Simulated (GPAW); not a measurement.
**HfC: relaxation of cell and atoms with PBEsol+D3**

Crystal: HfC.

```
CELL_PARAMETERS angstrom
0.00000 2.32500 2.32500
2.32500 0.00000 2.32500
2.32500 2.32500 0.00000
ATOMIC_POSITIONS crystal
Hf 0.50000 0.50000 0.50000
C 0.00000 0.00000 0.00000
```

```json
{"Program": "GPAW 26.7.0", "Task": "relaxation of cell and atoms", "Functional": "PBEsol", "Dispersion": "D3", "Potentials or basis": "PAW data sets generated in the run's folder for this functional", "Cutoff": "800 eV", "Basis": "pw", "k mesh": "10 × 10 × 10", "Occupations": "fermi-dirac, width 0.05 eV", "Spin": "no spin polarisation", "Maxiter": "150", "Optimizer": "BFGS", "Fmax": "0.02 eV/Å", "Max steps": "60", "Convergence": "density=1e-05 forces=0.0001"}
```

The relaxed volume is 12.12 Å³/atom. The relaxed cell is a = 3.249 Å, b = 3.249 Å, c = 3.249 Å, α = 60.00°, β = 60.00°, γ = 60.00° and the space group after relaxing (to 0.05 Å) is Fm-3m (No. 225). The energy gained by relaxing is 11.6 meV/atom, the ionic steps are 3 and the pressure after relaxing is 0.2 GPa. The band gap on the k mesh is none (metal or under the smearing width) and the dispersion energy per atom is -0.228 eV.

Step by step:
| step | energy change (eV) | largest force (eV/Å) | pressure (GPa) | volume (Å³) |
| --- | --- | --- | --- | --- |
| 1 | 0.0000 | 0.0000 | -8.62 | 25.14 |
| 2 | -0.0153 | 0.0000 | -5.24 | 24.77 |
| 3 | -0.0231 | 0.0000 | 0.20 | 24.24 |

Final structure:
```yaml
crystal:
  lattice:
    - [0.00000, 2.29715, 2.29715]
    - [2.29715, 0.00000, 2.29715]
    - [2.29715, 2.29715, 0.00000]
  atoms:
    - { symbol: Hf, position: [0.50000, 0.50000, 0.50000] }
    - { symbol: C, position: [0.00000, 0.00000, 0.00000] }
```

Levels at points of the mesh, in eV from the Fermi level:
```
           k point  band 5  band 6  band 7  band 8  band 9  band 10  band 11  band 12
(0.00, 0.00, 0.00)  -12.48    1.04    1.04    1.04    1.32     1.32     1.32     3.44
(0.50, 0.50, 0.00)  -10.55   -2.60   -1.98   -0.07   -0.07     5.46     6.95     6.95
(0.50, 0.50, 0.50)   -8.49   -6.35   -3.14   -3.14    5.45     5.45     5.96     6.71
```

Wall time 89 s on 1 thread of Intel(R) Xeon(R) Platinum 8375C CPU @ 2.90GHz (Ice Lake), with other jobs on the host, peak memory 0.22 GiB.

Caveat: later steps reuse the first step's grids; pairwise dispersion overbinds metals, which lowers pressure and volume. The run has no spin-orbit coupling, so splittings on Hf are missing.
